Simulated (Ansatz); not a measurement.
# Sn on Mg(0001), hcp start, 2x2 cell: work function, bands and core levels, part 3 of 4

What would XPS and UPS show for Sn on Mg(0001), hcp start, 2x2 cell? Spin–orbit coupling is left out of the bands throughout.

Ansatz 0.2.0; DFT, PBE, plane-wave PAW, default files, scalar-relativistic.

So far, work function, upper face (eV): step 2 (the clean face) 3.76; step 3 (relaxing the atoms) 4.36.

**4. Layer-resolved bands, DOS and potential (continued)**

A(k,E), top over k along the path and E. Zero: Fermi level.

Values in eV⁻¹, 12 rows by 16 columns, each cell a mean:
```
0.63 0.59 0.78 0.25 0.21 0.31 0.28 0.27 0.27 0.24 0.49 0.42 0.38 0.46 0.50 0.68
0.62 0.69 0.37 0.23 0.25 0.10 0.08 0.13 0.21 0.20 0.32 0.41 0.37 0.32 0.59 0.57
0.66 0.64 0.27 0.17 0.14 0.30 0.33 0.30 0.20 0.20 0.30 0.42 0.37 0.36 0.44 0.68
0.93 0.40 0.23 0.27 0.18 0.11 0.12 0.12 0.15 0.20 0.26 0.43 0.42 0.42 0.49 0.87
0.59 0.35 0.31 0.19 0.33 0.34 0.31 0.33 0.31 0.22 0.27 0.48 0.66 0.78 0.91 0.69
0.18 0.37 0.26 0.29 0.21 0.13 0.13 0.11 0.15 0.31 0.22 0.32 0.75 0.63 0.33 0.14
0.03 0.23 0.32 0.19 0.14 0.25 0.23 0.24 0.24 0.11 0.31 0.35 0.10 0.06 0.04 0.03
0.02 0.06 0.29 0.26 0.29 0.08 0.02 0.03 0.17 0.29 0.26 0.13 0.01 0.01 0.03 0.02
0.02 0.02 0.10 0.27 0.17 0.24 0.30 0.28 0.17 0.26 0.20 0.05 0.03 0.02 0.01 0.02
0.01 0.01 0.01 0.07 0.16 0.20 0.18 0.19 0.20 0.12 0.06 0.03 0.03 0.02 0.01 0.01
0.03 0.03 0.04 0.08 0.09 0.09 0.09 0.09 0.10 0.07 0.04 0.03 0.02 0.02 0.02 0.03
0.10 0.13 0.17 0.23 0.38 0.53 0.56 0.57 0.46 0.33 0.20 0.13 0.10 0.11 0.11 0.10
```
Columns: k along the path (Å⁻¹) from 0 to 3.11; rows upwards: E (eV) from -7.7 to 3.7.

A(k,E), middle over k along the path and E. Zero: Fermi level.

Ten even steps from '_' (0.00 eV⁻¹) to '@' (2.36 eV⁻¹), each cell a mean:
```
::..::::--==..______________________........__......::::..::
::::::..--::__________________________..........__......::--
::==::--==..__________________________....__..__..__..::::::
::..::--..____________________________..............::::..--
..::::::______________........__________--::..__........::..
__..--..__________________________________..::........--::__
--++::..________________________________......::::::::..----
@@--__________....________________..______..........__..::@@
..__..____________................______....::......::--**::
__::__..____..______________________....____--::....++++..__
__....__..____....________________..______....******::______
____::..__..______......____....________..__::______________
______::..__..______________________....__....______________
________::____..__________________....__....________________
________..::____....__________....____......________________
__________::....______..::....______..::..__________________
____________::__..______________....::..____________________
______________--....::::....::..__::..______________________
________________::--__________::--__________________________
____________________::::::::::..____________________________
____________________________________________________________
____________________________________________________________
```
Columns: k along the path (Å⁻¹) from 0 to 3.11; rows upwards: E (eV) from -7.7 to 3.7.

A(k,E), bottom over k along the path and E. Zero: Fermi level.

Values in eV⁻¹, 12 rows by 16 columns, each cell a mean:
```
0.72 0.60 1.08 0.37 0.28 0.42 0.48 0.45 0.37 0.32 0.59 0.46 0.54 0.64 0.85 0.76
0.79 1.13 0.71 0.25 0.31 0.11 0.04 0.06 0.23 0.27 0.51 0.51 0.62 0.54 0.68 0.75
0.56 0.85 0.26 0.17 0.18 0.39 0.42 0.43 0.29 0.16 0.37 0.74 0.43 0.40 0.60 0.59
1.41 0.56 0.27 0.28 0.11 0.06 0.03 0.04 0.08 0.18 0.30 0.50 0.59 0.57 0.49 1.21
0.81 0.29 0.32 0.22 0.34 0.36 0.37 0.36 0.35 0.25 0.24 0.47 0.54 0.73 1.14 1.11
0.15 0.40 0.20 0.33 0.32 0.08 0.05 0.06 0.15 0.39 0.25 0.33 1.11 0.99 0.55 0.05
0.01 0.38 0.39 0.18 0.15 0.43 0.43 0.44 0.37 0.11 0.31 0.47 0.15 0.04 0.02 0.01
0.00 0.08 0.48 0.32 0.31 0.09 0.03 0.04 0.19 0.31 0.38 0.32 0.01 0.01 0.01 0.00
0.00 0.00 0.22 0.48 0.27 0.29 0.37 0.34 0.21 0.43 0.46 0.04 0.00 0.00 0.00 0.00
0.00 0.00 0.01 0.26 0.48 0.44 0.41 0.43 0.45 0.42 0.10 0.00 0.00 0.00 0.00 0.00
0.00 0.00 0.00 0.01 0.19 0.44 0.47 0.46 0.44 0.03 0.00 0.00 0.00 0.00 0.00 0.00
0.00 0.00 0.00 0.00 0.01 0.02 0.03 0.03 0.01 0.00 0.00 0.00 0.00 0.00 0.00 0.00
```
Columns: k along the path (Å⁻¹) from 0 to 3.11; rows upwards: E (eV) from -7.7 to 3.7.

Peaks of A(k,E) at the labelled points: for each region the eleven nearest the zero at most, each over 6 % of that point's highest, less those above the energy where the solved bands run out; weight and spread sum the levels within three half widths or 0.3 eV, so near peaks share levels. Peaks of the spectral function, the first 40 of 129 rows:

```
point  weight on  E (eV)  A (1/eV)  weight near the peak  rms spread of levels (eV)
    K      total   -0.28     13.72                 3.357                      0.096
    K      total   -0.08     4.953                 3.947                      0.172
    K      total    0.16     4.533                 2.191                      0.201
    K      total    0.42     8.189                 2.734                       0.13
    K      total    0.48     8.632                 2.143                      0.047
    K      total    1.26     5.311                 1.011                      0.026
    K      total    1.88     3.869                 1.344                      0.088
    K      total    2.06      5.56                 1.877                      0.148
    K      total    2.28     3.877                 1.607                      0.166
    K      total    2.52     2.054                 0.805                      0.111
    K      total    2.98     5.387                 1.224                      0.038
    K        top   -1.46      0.52                  0.08                      0.002
    K        top   -1.12      0.28                 0.038                          0
    K        top   -0.36     1.916                 0.579                      0.091
    K        top   -0.28      2.18                 0.664                      0.116
    K        top   -0.06     1.233                 0.807                      0.189
    K        top    0.16     2.475                 0.603                       0.14
    K        top     0.5     3.084                 0.572                      0.036
    K        top    1.28     2.628                 0.508                      0.026
    K        top    1.88     1.295                 0.295                      0.085
    K        top    2.06     0.855                 0.537                      0.175
    K        top    2.28     1.643                 0.396                      0.134
    K     middle   -0.28     6.899                 1.518                      0.077
    K     middle   -0.08     1.429                 1.593                      0.118
    K     middle    0.16       0.7                 0.362                      0.212
    K     middle    0.48     1.769                 0.389                      0.045
    K     middle    1.26     1.464                 0.267                      0.024
    K     middle     1.9     0.993                 0.442                      0.081
    K     middle    2.06     2.114                 0.643                       0.14
    K     middle    2.28     1.442                 0.596                      0.158
    K     middle    2.52     0.635                 0.283                      0.107
    K     middle    2.98     1.594                  0.38                      0.038
    K     middle    3.04     1.691                  0.38                      0.038
    K     bottom   -0.28     4.631                 1.173                      0.102
    K     bottom   -0.08     2.328                 1.323                      0.157
    K     bottom    0.16     1.356                 1.225                      0.208
    K     bottom     0.4     5.614                 1.332                      0.096
    K     bottom    1.26     1.409                 0.235                      0.019
    K     bottom    1.88     1.586                 0.607                      0.086
    K     bottom    2.06     2.589                 0.696                      0.123
```

The DOS has structure finer than the step of the table below, so its rows give means over 1 eV, whole bins alone (the curve runs from -23.0 to 4.22 eV). Peaks (eV: height): total -21.0: 34.8, -1.8: 9.98, -1.0: 10.00, 1.2: 12.9; Mg 3s -4.0: 6.89, -2.9: 5.72, -2.2: 5.45, -1.8: 6.57; Mg 3p* -0.1: 5.74, 1.2: 8.65, 1.7: 8.91, 2.3: 9.02; Sn 5p -1.8: 1.02, -0.4: 2.28, 0.4: 1.42, 1.3: 1.34; Sn 5s -6.9: 4.07.

* holds the states left over by the projection beside any projected weight of its own. DOS against E, zero at the Fermi level; means over each step; values in states/eV/cell:

```csv
E (eV),total,Mg 3s,Mg 3p*,Sn 5p,Sn 5s,Sn 4d
-22,1.5e-4,0,0,0,0,1.5e-4
-21,10.00,0.00228,0,1.2e-4,8.2e-6,10.00
-20,2.4e-4,0,0,0,0,2.4e-4
-19,0,0,0,0,0,0
-18,0,0,0,0,0,0
-17,0,0,0,0,0,0
-16,0,0,0,0,0,0
-15,0,0,0,0,0,0
-14,0,0,0,0,0,0
-13,0,0,0,0,0,0
-12,0,0,0,0,0,0
-11,0,0,0,0,0,0
-10,0,0,0,0,0,0
-9,0,0,0,0,0,0
-8,6.4e-5,2.6e-5,0,0,3.6e-5,0
-7,2.07,0.620,0.00923,0.0506,1.39,1.4e-4
-6,1.70,1.59,0.0119,7.5e-4,0.0925,0
-5,3.24,3.05,0.0589,0.0114,0.124,1.2e-4
-4,4.43,4.02,0.219,0.0606,0.133,2.7e-4
-3,5.10,4.32,0.517,0.179,0.0839,4.0e-4
-2,6.83,4.84,1.33,0.573,0.0874,4.7e-4
-1,8.05,3.28,3.35,1.38,0.0315,3.0e-4
0,8.71,2.08,5.12,1.50,0.00767,1.4e-4
1,8.28,2.25,5.18,0.845,0.00398,1.1e-4
2,9.77,1.62,7.70,0.443,0.00587,1.1e-4
3,10.1,1.13,8.53,0.376,0.00908,1.3e-4
```

Simulated valence spectra by photon energy, shown to 13 eV, since a deeper line would dwarf them at some energies; the 100 % can be that line's tail at the edge; this run's widths, added to any smearing of the DOS itself: Gaussian 0.35 eV, Lorentzian 0.2 eV plus 0.03 an eV of depth. The intensity by binding energy, zero at the Fermi level; values in % of the maximum within 13 eV:

```
binding energy (eV)  21.2 eV  60 eV  150 eV  1486.7 eV  9251.7 eV
               -1.0     2.67   10.1    3.33       3.81       1.50
               -0.5     6.66   14.2    7.33       7.44       3.22
                0.0     49.9   54.9    49.5       44.5       20.9
                0.5     99.8   92.8    89.0       86.9       42.3
                1.0     93.1   98.9    99.3       95.2       44.2
                1.5     65.9   85.0    87.9       82.9       37.1
                2.0     60.5   91.4    96.3       88.6       39.4
                2.5     42.2   78.2    82.0       73.1       31.4
                3.0     36.3   76.2    79.9       70.1       29.6
                3.5     28.1   66.5    68.0       60.5       26.7
                4.0     28.5   71.7    74.9       66.9       30.2
                4.5     18.8   52.8    51.3       47.0       21.4
                5.0     17.4   51.8    50.0       47.0       22.4
                5.5     13.4   45.3    41.4       40.9       21.7
                6.0     8.87   37.9    30.7       32.6       19.9
                6.5     7.62   51.3    45.8       52.7       46.8
                7.0     9.39   80.9    81.1       94.9       94.9
                7.5     2.84   35.6    21.5       26.2       23.9
                8.0     1.06   25.5    6.68       9.38       6.59
                8.5    0.650   24.8    3.76       6.24       3.29
                9.0    0.469   25.9    2.69       5.23       2.12
                9.5    0.365   27.6    2.19       4.88       1.57
               10.0    0.296   29.8    1.92       4.83       1.28
               10.5    0.248   32.4    1.79       4.96       1.11
               11.0    0.212   35.5    1.74       5.22       1.02
               11.5        -   39.2    1.74       5.59      0.974
               12.0        -   43.6    1.79       6.08      0.964
               12.5        -   48.8    1.88       6.68      0.983
```

Maxima picked by a test of local sharpness, so broad peaks and shoulders can be missing; peaks within 0.45 eV of a curve's cut are left out. Valence peaks, by row:

| photon energy (eV) | binding energy (eV) | height (% of the maximum within 13 eV) | main shell | its share (%) |
| --- | --- | --- | --- | --- |
| 21.2 | 6.9 | 9.929 | Mg 3s | 59.65 |
| 21.2 | 3.9 | 29.04 | Mg 3s | 83.15 |
| 21.2 | 1.8 | 65.18 | Sn 5p | 55.63 |
| 21.2 | 0.5 | 100 | Sn 5p | 80.92 |
| 60 | 21 | 17653 | Sn 4d | 100 |
| 60 | 6.9 | 83.92 | Sn 5s | 58.38 |
| 60 | 4.8 | 53.64 | Mg 3s | 64.72 |
| 60 | 3.95 | 72.44 | Mg 3s | 70.71 |
| 60 | 2.85 | 77.45 | Mg 3s | 69.58 |
| 60 | 1.85 | 93.43 | Mg 3s | 59.44 |
| 60 | 0.9 | 100 | Mg 3s | 36.82 |
| 150 | 21 | 535.5 | Sn 4d | 99.98 |
| 150 | 6.9 | 85.46 | Sn 5s | 77.18 |
| 150 | 4.8 | 52.46 | Mg 3s | 86.85 |
| 150 | 3.95 | 75.87 | Mg 3s | 86.42 |
| 150 | 2.85 | 81.45 | Mg 3s | 84.22 |
| 150 | 1.85 | 98.47 | Mg 3s | 72.22 |
| 150 | 0.95 | 100 | Mg 3s | 49.6 |
| 1487 | 21 | 2284 | Sn 4d | 100 |
| 1487 | 6.9 | 100 | Sn 5s | 83.7 |
| 1487 | 4.8 | 48.5 | Mg 3s | 80.3 |
| 1487 | 3.95 | 67.68 | Mg 3s | 80.72 |
| 1487 | 2.85 | 71.8 | Mg 3s | 78.99 |
| 1487 | 1.85 | 91.18 | Mg 3s | 65.06 |
| 1487 | 1 | 95.41 | Sn 5p | 47.86 |
| 9252 | 21 | 247.6 | Sn 4d | 99.97 |
| 9252 | 6.9 | 100 | Sn 5s | 94.67 |
| 9252 | 3.95 | 30.49 | Mg 3s | 63.08 |
| 9252 | 1.85 | 40.74 | Mg 3s | 51.28 |
| 9252 | 0.95 | 44.35 | Sn 5p | 60.53 |

From the Fermi level. Table of planar mean, electrostatic potential by z:

```csv
z (Å),"planar mean, electrostatic potential (eV)"
0.0,4.11
0.5,3.99
1.0,3.87
1.5,3.76
2.0,3.76
2.5,3.76
3.0,3.76
3.5,3.76
4.0,3.75
4.5,3.72
5.0,3.61
5.5,3.32
6.0,2.48
6.5,0.282
7.0,-5.30
7.5,-11.9
8.0,-5.12
8.5,0.189
9.0,0.615
9.5,-3.53
10.0,-11.4
10.5,-6.86
11.0,-0.306
11.5,0.851
12.0,-2.20
12.5,-10.5
13.0,-8.61
13.5,-0.955
14.0,1.04
14.5,-0.958
15.0,-8.04
15.5,-10.0
16.0,-3.22
16.5,0.331
17.0,0.969
17.5,2.16
18.0,1.77
18.5,3.11
19.0,4.00
19.5,4.25
20.0,4.33
20.5,4.35
21.0,4.35
21.5,4.36
22.0,4.36
22.5,4.36
23.0,4.36
23.5,4.35
24.0,4.24
```

The intensity, Mg L2,3 has structure finer than the step of the table below, so its rows give means over 0.5 eV, whole bins alone (the curve runs from -23.0 to 1.43 eV). Peaks (eV: height): -4.78: 64.8, -3.98: 95.6, -2.88: 93.1, -1.88: 99.2.

Shapes are the site's partial DOS without matrix elements, which overweights lines from ligand s bands. Intensity, Mg L2,3 against emission energy less the core level's binding energy, zero at the Fermi level; means over each step:

```csv
emission energy less the core level's binding energy (eV),"intensity, Mg L2,3 (% of the unpolarised maximum)"
-22.5,0.0217
-22.0,0.0255
-21.5,0.0381
-21.0,0.0562
-20.5,0.0402
-20.0,0.0311
-19.5,0.0303
-19.0,0.0315
-18.5,0.0333
-18.0,0.0355
-17.5,0.0382
-17.0,0.0412
-16.5,0.0447
-16.0,0.0486
-15.5,0.0532
-15.0,0.0584
-14.5,0.0645
-14.0,0.0717
-13.5,0.0802
-13.0,0.0904
-12.5,0.103
-12.0,0.118
-11.5,0.137
-11.0,0.161
-10.5,0.193
-10.0,0.237
-9.5,0.300
-9.0,0.397
-8.5,0.569
-8.0,0.969
-7.5,3.52
-7.0,14.8
-6.5,18.3
-6.0,28.6
-5.5,45.3
-5.0,57.8
-4.5,56.9
-4.0,85.8
-3.5,73.1
-3.0,87.8
-2.5,85.3
-2.0,95.4
-1.5,77.8
-1.0,69.2
-0.5,41.6
0.0,21.3
0.5,0.773
1.0,0.396
```

Window up to 4.2 eV. Shell moments, by row:

| element | shell | occupied states an atom | centre of occupied part (eV) | rms width of occupied part (eV) | centre up to the window's top (eV) | rms width up to the window's top (eV) |
| --- | --- | --- | --- | --- | --- | --- |
| Sn | 5s | 1.949 | -6.059 | 1.595 | -5.945 | 1.867 |
| Sn | 5p | 3.106 | -1.225 | 1.155 | -0.006835 | 1.782 |
| Sn | 4d | 9.999 | -21 | 0.2661 | -21 | 0.3158 |
| Mg | 3s | 1.421 | -3.13 | 1.7 | -1.979 | 2.625 |
| Mg | 3p* | 0.5094 | -1.11 | 1.009 | 1.828 | 1.865 |

The spectra weight each projected shell by its atomic cross section (Dirac–Hartree–Slater) and angular factor, for linear light with the analyser at 54.7° from the polarisation. Broadening, on top of any smearing of the DOS itself: a Gaussian of 0.35 eV and a Lorentzian of 0.2 eV plus 0.03 times the binding energy (full widths), Fermi edge at 77 K. Each atom is damped by exp[−depth/(λ cos θ)], θ = 0° from the normal, λ from the universal curve. Curves are cut 10 eV under the photon energy, above any shell that the free atom's threshold puts out of reach, or at the lower edge of the window: 11.2 eV at 21.2 eV, 23 eV at 60 eV, 23 eV at 150 eV, 23 eV at 1486.7 eV and 23 eV at 9251.7 eV. A star in tables and legends marks shells that hold the states left over by the projection (17.7 % of the filled ones), a stand-in for orbitals that the files don't project on. Dipole terms alone, which is rough above 3 keV; no background, satellites or final-state effects.

Share of each shell in the spectrum's area (%), by photon energy:

```
 shell  21.2 eV  60 eV  150 eV  1486.7 eV  9251.7 eV
 Sn 5s      0.5    0.2     6.6        2.9       19.3
 Sn 5p     52.8    0.2     4.1        2.8        9.4
 Sn 4d      0.0   98.3    59.3       86.8       55.9
 Mg 3s     42.0    1.0    25.7        7.4       15.4
Mg 3p*      4.8    0.2     4.3        0.2        0.1
```

Cross sections used, in Mb an electron:

```
 shell  21.2 eV  60 eV  150 eV  1486.7 eV  9251.7 eV
 Sn 5s   0.0091  0.050   0.020     6.1e-4     1.8e-5
 Sn 5p     0.64  0.028  0.0077     3.7e-4     5.4e-6
 Sn 4d        -    4.0   0.036     0.0037     1.0e-5
 Mg 3s     0.12  0.058   0.016     1.8e-4     1.4e-6
Mg 3p*    0.039  0.035  0.0072     1.3e-5     1.7e-8
```

Regions along c: top from 14.0 to 21.5 Å, middle from 10.6 to 14.0 Å, bottom from 3.5 to 10.5 Å.

States with weight above 0.08 nearest the zero at K of the zone, within the window kept, -7.1 to 3.8 eV (levels that the program groups as degenerate share a row):

```csv
E (eV),"weight, total","weight, top","weight, middle","weight, bottom"
-0.36,0.79,0.22,0.36,0.21
-0.28,0.98,0.13,0.37,0.48
-0.27,0.96,0.15,0.63,0.18
-0.08,0.48,0.08,0.12,0.28
-0.05,0.15,0.09,0.03,0.03
0.15,0.59,0.36,0.08,0.15
0.40,0.97,0.07,0.13,0.76
0.48,0.77,0.24,0.18,0.36
0.52,0.40,0.27,0.08,0.06
1.25,0.58,0.20,0.18,0.20
```

States with weight above 0.08 nearest the zero at Γ of the zone, within the window kept, -7.1 to 3.8 eV (levels that the program groups as degenerate share a row):

| E (eV) | weight, total | weight, top | weight, middle | weight, bottom |
| --- | --- | --- | --- | --- |
| -4.24 | 0.91 | 0.29 | 0.27 | 0.36 |
| -2.52 | 0.91 | 0.23 | 0.21 | 0.47 |
| -1.28 | 0.09 | 0.08 | 0.00 | 0.00 |
| -0.79 | 0.85 | 0.24 | 0.25 | 0.36 |
| 0.02 | 0.09 | 0.08 | 0.00 | 0.00 |
| 1.24 | 0.45 | 0.17 | 0.08 | 0.20 |
| 1.45 | 0.58 | 0.20 | 0.10 | 0.27 |
| 2.89 | 0.10 | 0.10 | 0.00 | 0.00 |
| 3.07 | 0.91 | 0.16 | 0.13 | 0.45 |
| 3.69 | 0.13 | 0.03 | 0.01 | 0.03 |

States with weight above 0.08 nearest the zero at M of the zone, within the window kept, -7.1 to 3.8 eV (levels that the program groups as degenerate share a row):

| E (eV) | weight, total | weight, top | weight, middle | weight, bottom |
| --- | --- | --- | --- | --- |
| -1.28 | 0.31 | 0.16 | 0.04 | 0.10 |
| -1.25 | 0.61 | 0.25 | 0.05 | 0.31 |
| -1.05 | 0.32 | 0.06 | 0.06 | 0.20 |
| -1.02 | 0.61 | 0.26 | 0.11 | 0.24 |
| -0.50 | 0.59 | 0.29 | 0.17 | 0.14 |
| 0.02 | 0.30 | 0.07 | 0.11 | 0.12 |
| 0.27 | 0.33 | 0.14 | 0.10 | 0.10 |
| 0.34 | 0.62 | 0.14 | 0.20 | 0.29 |
| 0.99 | 0.61 | 0.19 | 0.20 | 0.22 |
| 1.24 | 0.18 | 0.06 | 0.05 | 0.07 |

The largest force component on a free atom is 0.016 eV/Å, so the atoms are at rest for these settings too. At the Fermi level the DOS is 8.52 states/eV a cell.

(Part 3 of 4 ends here.)

[Logs are printed without paths, hosts, clocks, repeated set-up lines and the standing remarks that a program may print on its own settings, such as how far it seeks lower states.]

[Hosts, paths, dates, database ids (printed as entryN), source tags and the programs' standing remarks are cut or masked in the printed files.]

[Maps of the electrostatic potential energy from Ansatz leave out the sawtooth potential of an applied field or a dipole correction, so their vacuum need not be flat; work functions include it.]
